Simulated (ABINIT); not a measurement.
Runs of ABINIT 10.8.3 (patched build) on AlRu. Symmetry: Pm-3m, No. 221, cubic system. The conventional cell has a = 2.992 Å, b = 2.992 Å, c = 2.992 Å, α = 90.00°, β = 90.00°, γ = 90.00°. Ru (site symmetry m-3m) has 8 Al at 2.59 Å as nearest neighbours. Al (site symmetry m-3m) has 8 Ru at 2.59 Å as nearest neighbours. 

```csv
level,gap on the mesh (eV),pressure (GPa)
revPBE,none,(a)
AM05,none,-3.5
PBEsol,none,-2.7
r2SCAN,none,(b)
BLYP,none,9.8
```

Alike in all rows: task single point; potentials or basis JTH PAW PBE v2.0; no spin polarisation; cell as given; k mesh 9 × 9 × 9; cutoff (eV) 490; smearing fermi-dirac 0.05 eV.

Estimate the missing entries.

(a) 4.9; (b) -1.2.

Caveats: the PAW data sets were made with another functional, which shifts forces and pressure a little.

A k mesh can miss the band edges, and the runs leave out spin-orbit coupling on Ru.

A gap of «none» marks a metal or a gap under the smearing width.
